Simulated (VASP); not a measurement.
**SiC (F-43m): a series in uniaxial stress along [111]**

Wanted: the response of SiC to uniaxial stress along [111], as a table, with a fit that predicts a row left out.

Calculated with VASP 6.6.1; LDA; plane waves and PAW (Si, C), in the first sound run; inputs show where later runs differ.

This is a report of a sequence of runs, with most program output left out.

## Step 1: The starting structure

The structure is cubic, space group F-43m (No. 216). Conventional cell: a = 4.360 Å, b = 4.360 Å, c = 4.360 Å, α = 90.00°, β = 90.00°, γ = 90.00°. Nearest to Si lie 4 C at 1.89 Å. C has 4 Si at 1.89 Å nearest. Farther neighbours are not listed.

## Step 2: Relax the crystal, LDA

The series starts from the cell that this level prefers, so that zero strain is near zero stress.

This step took 2 runs in a row; the last is shown.

Level: LDA; plane waves and PAW (Si, C).

File INCAR:

```
SYSTEM = SiC
PREC = Accurate
ENCUT = 600
EDIFF = 1E-07
NELM = 120
ISMEAR = 0
SIGMA = 0.02
LREAL = .FALSE.
ALGO = Normal
GGA = CA
NBANDS = 10
LASPH = .TRUE.
LORBIT = 11
LWAVE = .FALSE.
LCHARG = .FALSE.
KPAR = 16
IBRION = 2
NSW = 40
ISIF = 3
EDIFFG = -0.005
POTIM = 0.4
```

File POSCAR:

```
SiC
1.0
    0.0000000000      2.1652404209      2.1652404209
    2.1652404209      0.0000000000      2.1652404209
    2.1652404209      2.1652404209      0.0000000000
Si C
1 1
Direct
    0.0000000000      0.0000000000      0.0000000000
    0.2500000000      0.2500000000      0.2500000000
```

File KPOINTS:

```
Automatic mesh
0
Gamma
12 12 12
0 0 0
```

PAW data sets: Si and C (LDA family, release 64).

On the command line:

```
mpirun -np 16 vasp_std
```

Elapsed: 1.8 s, on 16 MPI ranks of Intel Xeon 6975P-C (Granite Rapids), shared host; peak memory 2.1 GiB.

Read from the output:

```
energy(sigma→0) of the program : -16.6448 eV
stress, compression positive   : 0.01 along [111], 0.01 across it (mean), GPa
volume                         : 20.302 Å³
ionic steps                    : 1
```

## Step 3: Strain across the axis, LDA

One member in full: the axis is strained by 2 %, and the two directions across it are strained alike until their mean stress is under 0.012 GPa or five steps are spent.

This step took 3 runs, each at a new trial strain with the atoms of the one before; the last is shown.

Level: LDA; plane waves and PAW (Si, C); cell typed or built by script.

INCAR: that of step 2 with these lines changed.

```diff
@@ -15,7 +15,7 @@
 LCHARG = .FALSE.
-KPAR = 16
-IBRION = 2
-NSW = 40
-ISIF = 3
-EDIFFG = -0.005
-POTIM = 0.4
+KPAR = 4
+IBRION = 1
+NSW = 25
+ISIF = 2
+EDIFFG = -0.004
+POTIM = 0.3
```

File POSCAR:

```
SiC
1.0
    0.0313683200      2.1928610690      2.1928610690
    2.1928610690      0.0313683200      2.1928610690
    2.1928610690      2.1928610690      0.0313683200
Si C
1 1
Direct
    0.0005919579      0.0005919579      0.0005919579
    0.2494080421      0.2494080421      0.2494080421
```

KPOINTS is that of step 2.

On the command line:

```
mpirun -np 4 vasp_std
```

It took 9.8 s on 4 MPI ranks; peak memory 0.64 GiB.

This run gave:

* energy(sigma→0) of the program: -16.6316 eV
* stress, compression positive: -10.67 along [111], -0.01 across it (mean), GPa
* ionic steps: 2

## Step 4: Band edges, HSE06

Short lines in KPOINTS_OPT sample the zone centre along and across the axis, for masses, and the other valleys.

Level: HSE06; plane waves and PAW (Si, C); cell typed or built by script.

File INCAR:

```
SYSTEM = SiC
PREC = Accurate
ENCUT = 600
EDIFF = 1E-06
NELM = 100
ISMEAR = 0
SIGMA = 0.02
LREAL = .FALSE.
ALGO = Normal
LHFCALC = .TRUE.
AEXX = 0.25
GGA = PE
HFSCREEN = 0.2
LASPH = .TRUE.
NBANDS = 9
PRECFOCK = Fast
LWAVE = .FALSE.
LCHARG = .FALSE.
KPAR = 4
```

File POSCAR:

```
SiC
1.0
    0.0313683200      2.1928610690      2.1928610690
    2.1928610690      0.0313683200      2.1928610690
    2.1928610690      2.1928610690      0.0313683200
Si C
1 1
Direct
    0.0006349042      0.0006349042      0.0006349042
    0.2493650958      0.2493650958      0.2493650958
```

File KPOINTS:

```
Automatic mesh
0
Gamma
6 6 6
0 0 0
```

File KPOINTS_OPT:

```
Line mode
6
Line-mode
Reciprocal
  0.00000000   0.00000000   0.00000000
  0.02029391   0.02029391   0.02029391

  0.00000000   0.00000000   0.00000000
 -0.01216267   0.01216267  -0.00000000

  0.31000000   0.31000000   0.00000000
  0.50000000   0.50000000   0.00000000

  0.00000000   0.31000000   0.31000000
  0.00000000   0.50000000   0.50000000

  0.45000000   0.45000000   0.45000000
  0.50000000   0.50000000   0.50000000

  0.45000000   0.00000000   0.00000000
  0.50000000   0.00000000   0.00000000

  0.42500000   0.42500000   0.00000000
  0.42524962   0.44245023   0.01745023

  0.50000000   0.50000000   0.50000000
  0.48783733   0.51216267   0.50000000
```

On the command line:

```
mpirun -np 4 vasp_std
```

Wall time 59 s (4 MPI ranks); peak memory 1.1 GiB; 3.7 min of CPU time.

This run gave:

- energy(sigma→0) of the program: -17.5243 eV

## Step 5: The whole series

Hybrid runs start from orbitals of a short LDA run, not shown.

Runs beyond LDA use the data sets made with LDA; this shifts their levels slightly, and their total energies have another zero.

The other members went through these steps as far as the tables show, with the same cutoff and, step by step, the same mesh; 42 runs are not shown. The session took 0.90 core hours (wall time by ranks) on a shared machine.

```
strain along the axis (%)  strain across the axis (%)  stress along the axis, tension positive (GPa)  energy above the unstrained row (meV/atom)  gap on the mesh, LDA (eV)
                   -2.000                       0.213                                        -11.456                                       7.416                      1.104
                   -1.500                       0.156                                         -8.528                                       4.189                      1.154
                   -1.000                       0.102                                         -5.642                                       1.888                      1.202
                   -0.500                       0.051                                         -2.819                                       0.497                      1.248
                        0                       0.000                                         -0.009                                       0.000                      1.289
                    0.500                      -0.046                                          2.754                                       0.385                      1.274
                    1.000                      -0.090                                          5.448                                       1.631                      1.256
                    1.500                      -0.133                                          8.080                                       3.716                      1.239
                    2.000                      -0.173                                         10.668                                       6.624                      1.220
```

Slopes at zero strain, from cubics through all rows: strain ratio -0.096, stress over strain 555 GPa.

Band edges at HSE06, counted from the valence-band top at Γ, with one row partly withheld:

```
strain along the axis (%)  gap (eV)  conduction band at Γ (eV)  Δ or X valley along z (eV)  Δ or X valley along x (eV)  lowest conduction level at L, [111] (eV)  lowest conduction level at L, [-111] (eV)  second valence level below the top (eV)  third valence level below the top (eV)
                   -2.000     2.062                      7.709                       2.062                       2.062                                     6.500                                      6.935                                    0.235                                   0.235
                   -1.500     2.111                      7.754                       2.111                       2.111                                         ?                                      6.914                                    0.175                                   0.175
                   -1.000     2.158                      7.788                       2.158                       2.158                                     6.670                                      6.890                                    0.115                                   0.115
                   -0.500     2.203                      7.807                       2.203                       2.203                                     6.754                                      6.864                                    0.055                                   0.055
                        0     2.243                      7.805                       2.243                       2.243                                     6.834                                      6.834                                    0.000                                   0.000
                    0.500     2.228                      7.723                       2.228                       2.228                                     6.858                                      6.748                                    0.000                                   0.053
                    1.000     2.209                      7.615                       2.209                       2.209                                     6.881                                      6.659                                    0.000                                   0.109
                    1.500     2.191                      7.484                       2.191                       2.191                                     6.904                                      6.571                                    0.000                                   0.160
                    2.000     2.171                      7.336                       2.171                       2.171                                     6.927                                      6.481                                    0.000                                   0.210
```

## Step 6: Working out the slope

The quantity to fit is the splitting of the lowest conduction levels at the L points ([111] less [-111]) at HSE06: -0.436, -0.219, -0.110, 0.000, 0.111, 0.221, 0.333, 0.445 eV in the rows shown.

A least-squares parabola through the 8 rows shown, with d the strain along the axis less the strain across it, in %: E = 0.001853 d² + 0.2010 d + 1.98e-5 (eV), r.m.s. residual 1.4e-4 eV.

At d = -1.656 this predicts -0.3279 eV.

## Step 7: Checking the prediction

The calculation gives -0.3279 eV, so the prediction is right to the last digit shown.

The splitting is Ξu times 8/9 of d, with d as a fraction, so the linear term gives Ξu = 22.6 eV.

## Step 8: Outcome

```yaml
poisson_ratio: 0.096
young_s_modulus_along_the_axis: 555 GPa
gap_of_the_unstrained_cell_hse06: 2.24 eV
shear_deformation_potential_u_of_the_lowest_conduction_levels_at_l: 22.6 eV
error_of_the_predicted_row: 0.0 meV
```

What this shows: As a check, the curvature of the energy gives 555 GPa for the same modulus (energy per volume = E/2 × strain²), 0 % from the slope of the stress. The energy also has a linear term worth 0.17 GPa that the stress column lacks, a mark of the finite basis. At HSE06 the lowest conduction valley is Δ or X throughout, and the gap runs between 2.06 and 2.24 eV. Hole masses are left out throughout, since the top bands are degenerate or cross in many series; of conduction masses, those of the Γ, L and (for Si and Ge under (001) strain) Δ valleys are kept where they change by under an eighth between rows. A measured gap of unstrained SiC is 2.39 eV (arxiv:2009.14696, band gap at cryogenic temperature, temperature not given); the static gaps here belong to the lattice relaxed at LDA. HSE06 ran on a coarser mesh than the semilocal levels. Spin-orbit coupling is left out at HSE06, so the valence splittings there lack it. Δ or X levels are the lowest on their line, refined by a parabola unless they lie at X; the gap is read from all points sampled and can differ from the lowest valley by some meV, or by tens of meV where strain moves the valence top off Γ. Temperature, zero-point motion and excitons are left out.

[Lines on the potential files, build, host, timing and source positions are cut from VASP's logs without a mark.]

[Logs are printed without paths, hosts, clocks, repeated set-up lines and the standing remarks that a program may print on its own settings, such as how far it seeks lower states.]

[Hosts, paths, dates, database ids (printed as entryN), source tags and the programs' standing remarks are cut or masked in the printed files.]

[In band tables of VASP the shares of atoms and orbitals are scaled to a sum of 1 inside the atoms' spheres.]
